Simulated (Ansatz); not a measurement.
Name a neutral molecule of C, N and H with HOMO–LUMO gap (PBE/def2-TZVPP) between 4.95 and 5.25 eV and LUMO energy (PBE0/def2-TZVPP) between 1.00 and 1.30 eV (Ansatz, PBE0-D4/def2-TZVP geometry).

`CN(C)CCCN` (4.95 eV, 1.09 eV); `Cc1cc[nH]c1` (5.14 eV, 1.16 eV); `C1CCNCC1` (5.14 eV, 1.16 eV); `C1CNCCN1` (4.99 eV, 1.07 eV); `C1CCCNCC1` (5.01 eV, 1.08 eV); `CC1CCCCN1` (5.19 eV, 1.20 eV). Other molecules can fit too; these were computed, each in one conformer that needn't be the lowest.
